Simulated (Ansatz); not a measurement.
Free-standing chains of the atoms of TiC, named by their start (strip: triangular double chain, ladder: square double chain); atoms and period are relaxed, and energies count from relaxed bulk TiC (Fm-3m, 10.17 Å³/atom, gap on the mesh 0.00 eV).

Theory: DFT PBE, scalar-relativistic, plane waves, PAW (Ansatz).

Settings: cutoff 420 eV, Γ-centred mesh 1×1×31 on the computed 2-atom cell, Gaussian smearing of 0.05 eV; collinear spin from starting moments 1.5 0.5 μB.

Start (strip chain):

```
Ti C
1.0
    10.80000    0.00000    0.00000
     0.00000    9.30000    0.00000
     0.00000    0.00000    2.06676
Ti C
1 1
Cartesian
  4.5226 4.6500 0.0000
  6.2774 4.6500 1.0334
```

Task: Give the relaxed structure and its energy.

Result: The free energy falls by 753 meV/atom. It ends far from its start (an atom moved by over half a bond, or the period changed much).

```
excess energy (eV per host atom) : 3.086
period (Å)                       : 3.065
gap on the mesh (eV)             : 0
size of the moment (μB per cell) : 0.05
```

Relaxed structure:
```
Ti C
1.0
    10.80000    0.00000    0.00000
     0.00000    9.30000    0.00000
     0.00000    0.00000    3.06479
Ti C
1 1
Direct
  0.45173 0.50000 0.00000
  0.54827 0.50000 0.50000
```

Each run keeps its start's symmetry and one magnetic start, so lower states can exist.

It took 9.3 min on 2 threads of Intel(R) Xeon(R) Processor @ 2.50GHz (Skylake/Cascade Lake), on a shared host, peak memory 0.62 GiB.